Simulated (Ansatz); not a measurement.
# Si2Ni in Ansatz: the effect of fixed moment

Crystal: Si2Ni.

```xyz
3
Lattice="0.0000 2.7030 2.7030 2.7030 0.0000 2.7030 2.7030 2.7030 0.0000" Properties=species:S:1:pos:R:3 pbc="T T T"
Ni    0.0000    0.0000    0.0000
Si    4.0545    4.0545    4.0545
Si    1.3515    1.3515    1.3515
```

Alike in all runs:

| Quantity | Value |
| --- | --- |
| Program | Ansatz 0.2.0 |
| Task | single point |
| Functional | PBEsol |
| Potentials or basis | Ansatz PAW |
| Cutoff | 420 eV (not typed: the program's choice for these potentials) |
| k mesh | 7 × 7 × 7 |
| Occupations | fermi-dirac, width 0.05 eV |

Q: One run gave: energy over the lowest run 615.6 meV/atom; pressure 10.3 GPa. Which fixed moment did it use?
A. 0.2
B. 0.8
C. 2
D. 1.5
E. 1.2

A: C.

| fixed moment | spin | starting moments | energy over the lowest run (meV/atom) | pressure (GPa) |
| --- | --- | --- | --- | --- |
| 0 | collinear spin, program default start | - | 0.0 | -1.6 |
| 0.2 | collinear spin, ferromagnetic start | [0.2, 0.0, 0.0] μB | 9.8 | -1.6 |
| 0.5 | collinear spin, ferromagnetic start | [0.5, 0.0, 0.0] μB | 50.4 | -0.2 |
| 0.8 | collinear spin, ferromagnetic start | [0.8, 0.0, 0.0] μB | 118.7 | 1.3 |
| 1 | collinear spin, ferromagnetic start | [1.0, 0.0, 0.0] μB | 179.7 | 2.5 |
| 1.2 | collinear spin, ferromagnetic start | [1.2, 0.0, 0.0] μB | 247.9 | 3.8 |
| 1.5 | collinear spin, ferromagnetic start | [1.5, 0.0, 0.0] μB | 372.5 | 6.2 |
| 2 | collinear spin, ferromagnetic start | [2.0, 0.0, 0.0] μB | 615.6 | 10.3 |

Caveats: the total moment is fixed, so each spin has its own Fermi level; the PAW data sets come from PBE, with cores solved anew for the run's functional, which leaves a small shift of forces and pressure; the thresholds are loose for stress.
